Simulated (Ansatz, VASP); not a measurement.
## One calculation of KBr, two programs

```
K Br
1.0
     0.00000    3.29250    3.19373
     3.29250    0.00000    3.19373
     3.29250    3.29250    0.00000
K Br
1 1
Direct
  0.00000 0.00000 0.00000
  0.50000 0.50000 0.50000
```

Change from the starting cell: strain +0.000 along x and y, -0.030 along z, atoms carried along.

Alike in both runs: task single point; functional PBE; k mesh 6 × 6 × 6; occupations gaussian, width 0.05 eV; no spin polarisation.

|  | VASP | Ansatz |
| --- | --- | --- |
| version | VASP 6.6.1 | Ansatz 0.2.0 |
| potentials or method | VASP PAW PBE potentials, release 64 (K_sv, Br) | scalar-relativistic, plane waves, PAW |
| plane-wave cutoff (eV) | 520 | 420 |
| valence electrons in the cell | 16 | 16 |

|  | VASP | Ansatz | Ansatz less VASP |
| --- | --- | --- | --- |
| gap on the k mesh at the Fermi level (eV) | 4.52 | 4.52 | +0.002 |
| least direct gap on the mesh (eV) | 4.52 | 4.52 | +0.002 |
| pressure (GPa) | 1.5 | 1.5 | -0.05 |
| largest component of the traceless stress (GPa) | 0.87 | 0.85 | -0.014 |

The functional is the same, so the differences come from potentials, cutoffs and numerics.
